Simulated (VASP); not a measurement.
Write the native input for VASP 6.6.1 that does the following.

- Task: density of states
- Functional: PBE
- Potentials or basis: VASP PAW PBE potentials, release 64 (Li_sv)
- Cutoff: 520 eV
- k mesh: 18 × 18 × 18
- Occupations: gaussian, width 0.1 eV
- Spin: no spin polarisation
- Dipole correction: no
- k mesh for the DOS: 27 × 27 × 27
- Occupations for the DOS: tetrahedron
- Further INCAR settings: ALGO = Fast; EDIFF = 1e-06; NBANDS = 8

The system is Li.

```
Li
1.0
    -1.71705    1.71705    1.71705
     1.71705   -1.71705    1.71705
     1.71705    1.71705   -1.71705
Li
1
Direct
  0.00000 0.00000 0.00000
```

The input as run:

POSCAR

```
Li
1.0
   -1.7170491696      1.7170491696      1.7170491696
    1.7170491696     -1.7170491696      1.7170491696
    1.7170491696      1.7170491696     -1.7170491696
Li
1
Direct
    0.0000000000      0.0000000000      0.0000000000
```

INCAR.step1

```
PREC = Accurate ; ENCUT = 520
EDIFF = 1E-6 ; ISMEAR = 0
SIGMA = 0.1 ; LREAL = False
LASPH = True ; NELM = 100
ALGO = Fast ; ISIF = 2
LWAVE = False ; LCHARG = True
GGA = PE ; NBANDS = 8
```

KPOINTS.step1

```
regular mesh
0
Gamma
  18 18 18
```

INCAR.step2

```
PREC = Accurate ; ENCUT = 520
EDIFF = 1E-6 ; ISMEAR = -5
SIGMA = 0.1 ; LREAL = False
LASPH = True ; NELM = 100
ALGO = Fast ; ISIF = 2
LWAVE = False ; LCHARG = False
GGA = PE ; LORBIT = 11
NBANDS = 8 ; NEDOS = 2001
ICHARG = 11
```

KPOINTS.step2

```
regular mesh
0
Gamma
  27 27 27
```

Potentials or basis: VASP PAW PBE potentials, release 64 (Li_sv).

Launch:

```console
$ cat potpaw_PBE.64/Li_sv/POTCAR > POTCAR
$ cp INCAR.step1 INCAR
$ cp KPOINTS.step1 KPOINTS
$ mpirun -np 1 vasp_std > vasp.out
$ cp INCAR.step2 INCAR
$ cp KPOINTS.step2 KPOINTS
$ mpirun -np 1 vasp_std > vasp.out
```

It gave:

The valence electrons inside the program's atomic spheres are Li 2.07.

It took 26 s on 1 thread of Intel(R) Xeon(R) 6975P-C (Granite Rapids), with other jobs on the host, peak memory 0.21 GiB.
